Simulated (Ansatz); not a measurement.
# CdS (wurtzite): which axis gives way under pressure?

Cell and atoms of wurtzite CdS are relaxed at set pressures, to see how each axis shrinks. The phase is followed to these pressures whether or not it stays the stable one.

Calculated with Ansatz 0.2.0, PBEsol, PAW files of the set soft_1, cutoff 600 eV, Fermi–Dirac smearing 0.02 eV, k-mesh 8×8×4, no spin polarisation, no spin-orbit coupling.

Reference cell, relaxed at zero pressure with PBEsol (P6_3mc): a = 4.1242 Å, b = 4.1242 Å, c = 6.7098 Å, α = 90.00°, β = 90.00°, γ = 120.00°.

```csv
atom,x,y,z
Cd,0.3333,0.6667,0.9999
Cd,0.6667,0.3333,0.4999
S,0.6667,0.3333,0.1234
S,0.3333,0.6667,0.6234
```

| P (GPa) | a (Å) | c (Å) | c/a |
| --- | --- | --- | --- |
| −1.00 | 4.1476 | 6.7480 | 1.6269 |
| 0.00 | 4.1242 | 6.7098 | 1.6269 |
| 1.00 | 4.1026 | 6.6752 | 1.6271 |
| 1.99 | 4.0827 | 6.6430 | 1.6271 |
| 4.00 | 4.0456 | 6.5854 | 1.6278 |
| 5.99 | 4.0131 | 6.5339 | 1.6282 |

**Question.** Give the linear compressibility of each axis at zero pressure, and the edges at 8.00 GPa, a row left out above.

Least squares with l = l0 + l1 P + l2 P² gives for a: l0 = 4.1245 Å, l1 = −2.225e−2 Å/GPa, l2 = 6.15e−4 Å/GPa², so β = −l1/l0 = 5.395 × 10⁻³ GPa⁻¹ and the withheld edge is 3.9858 Å. This extrapolates past the fitted rows. The run itself gives 3.9807 Å, so the estimate misses by 0.0051 Å, more than the largest misfit of the fitted rows (0.0003 Å).

Least squares with l = l0 + l1 P + l2 P² gives for c: l0 = 6.7104 Å, l1 = −3.586e−2 Å/GPa, l2 = 1.08e−3 Å/GPa², so β = −l1/l0 = 5.344 × 10⁻³ GPa⁻¹ and the withheld edge is 6.4927 Å. This extrapolates past the fitted rows. The run itself gives 6.4966 Å, so the estimate misses by 0.0039 Å, more than the largest misfit of the fitted rows (0.0012 Å).

The compressibilities add to the volume compressibility, 2β_a + β_c = 16.135 × 10⁻³ GPa⁻¹, or B0 ≈ 62 GPa; a parabola over so wide a range errs a few per cent to the stiff side. The axes shrink nearly alike.

[Logs are printed without paths, hosts, clocks, repeated set-up lines and the standing remarks that a program may print on its own settings, such as how far it seeks lower states.]
